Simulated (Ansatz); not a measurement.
**BN under changes of volume**

One of the cells (8.249 Å³/atom); the others are scaled copies at fixed shape and fractional positions:

```xyz
2
Lattice="2.5080 0.0000 0.0000 -1.2467 2.1762 0.0000 -0.6307 -1.0881 3.0225" Properties=species:S:1:pos:R:3 pbc="T T T"
N     0.6410   -0.3484    2.9772
B     1.2297    2.1384    0.0055
```

The cell comes from a database or a generator and needn't be the stable form of this composition.

```yaml
Program: Ansatz 0.2.0
Functional: PBE0
Potentials_or_basis: Ansatz PAW
Cutoff: "420 eV (not typed: the program's choice for these potentials)"
k_mesh: 6 × 6 × 4
Occupations: fermi-dirac, width 0.05 eV
Spin: no spin polarisation
```

```tsv
volume (Å³/atom)	energy over the lowest point (meV/atom)	pressure (GPa)	gap on the mesh (eV)	largest force (eV/Å)
7.754	25.87	18.3	4.87	3.218
7.919	?	?	?	?
8.084	2.28	5.1	4.90	2.940
8.249	0.00	-0.6	4.91	2.813
8.414	3.41	-5.9	4.92	2.692
8.579	11.94	-10.7	4.93	2.577
8.744	25.26	-15.0	4.93	2.468
```

Q: What does the run at 7.919 Å³/atom give?

A: Energy over the lowest point 10.65 meV/atom; pressure 11.4 GPa; gap on the mesh 4.89 eV; largest force 3.075 eV/Å.

Worked out: A Birch-Murnaghan fit of order 3 (a polynomial in V^(-2/3)) to the other rows has its minimum at 8.23 Å³/atom with B0 = V·E''(V) = 276 GPa and B' = 3.4 at fixed shape and positions, which overstates the stiffness. It gives 10.71 meV/atom at 7.919 Å³/atom, against the run's 10.65, and -dE/dV = 11.4 GPa, against 11.4. A straight line through the other rows of the gap, of slope 0.516 eV per unit of ln V, gives 4.89 eV, against the run's 4.89.

Energies are extrapolated to zero smearing.

Caveats: all runs use coarse meshes; the PAW data sets come from PBE, with cores solved anew for the run's functional, which leaves a small shift of forces and pressure; forces of over 1 eV/Å show positions far from the minimum, so gaps and moduli don't describe the material at rest; the thresholds are loose for stress.

A mesh can miss the band edges.
